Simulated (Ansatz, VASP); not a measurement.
ZrSe2 in VASP and in Ansatz

```
CELL_PARAMETERS angstrom
3.79800 0.00000 0.00000
-1.89900 3.28916 0.00000
0.00000 0.00000 6.19200
ATOMIC_POSITIONS crystal
Zr 0.00943 0.99966 0.99984
Se 0.66955 0.32722 0.74845
Se 0.33833 0.67539 0.25180
```

Change from the starting cell: atoms moved at random, drawn with an rms of 0.05 Å.

Alike in both runs: task single point; functional PBE; k mesh 8 × 8 × 5; occupations fermi-dirac, width 0.05 eV; no spin polarisation.

|  | VASP | Ansatz |
| --- | --- | --- |
| version | VASP 6.6.1 | Ansatz 0.2.0 |
| potentials or method | VASP PAW PBE potentials, release 64 (Zr_sv, Se) | Ansatz PAW |
| plane-wave cutoff (eV) | 520 | 420 |
| valence electrons in the cell | 24 | 44 |

Ansatz gave:

| Quantity | Value |
| --- | --- |
| gap on the k mesh at the Fermi level (eV) | 0.36 |
| least direct gap on the mesh (eV) | 1.03 |
| pressure (GPa) | 1.5 |
| largest component of the traceless stress (GPa) | 1.02 |
| rms of the force components (eV/Å) | 0.120 |

Task: What did VASP give for the same quantities?

Result: gap on the k mesh at the Fermi level (eV): 0.35; least direct gap on the mesh (eV): 1.03; pressure (GPa): 1.6; largest component of the traceless stress (GPa): 1.02; rms of the force components (eV/Å): 0.126.

Atom by atom the forces differ by 0.008 eV/Å (rms over components). The two sets of potentials don't hold the same shells in valence.

Caveats: an odd mesh through Γ misses points on the zone boundary, where band edges often lie (VASP); odd divisions of the mesh miss points on the zone boundary, where band edges often lie, so the gap on the mesh can be too wide (Ansatz).
